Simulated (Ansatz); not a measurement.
ZrO$_{2}$:
```yaml
crystal:
  lattice:
    - [0.00000, 2.55794, 2.55794]
    - [2.55794, 0.00000, 2.55794]
    - [2.55794, 2.55794, 0.00000]
  atoms:
    - { symbol: Zr, position: [0.00000, 0.00000, 0.00000] }
    - { symbol: O, position: [0.25000, 0.25000, 0.25000] }
    - { symbol: O, position: [0.75000, 0.75000, 0.75000] }
```

Relaxed with PBE.

### Question
Decompose the optical modes at the zone centre into irreducible representations, and say which are infrared and Raman allowed.

### Answer
Point group m-3m: Γ_opt = T1u + T2g. Infrared: T1u. Raman: T2g.

### Question
Assign frequencies (DFPT, PBE in the plane-wave PAW code Ansatz; without the LO–TO term).

### Answer
T1u 220, T2g 549 cm⁻¹.

Space group Fm-3m (fluorite). This is a known high-temperature phase of the composition, computed here at zero pressure and temperature. Symmetry was held in the PBE relaxation. At this level the phase is dynamically unstable (imaginary phonons). The run is not spin-polarised.

Potentials: the later of the program's two PAW sets.
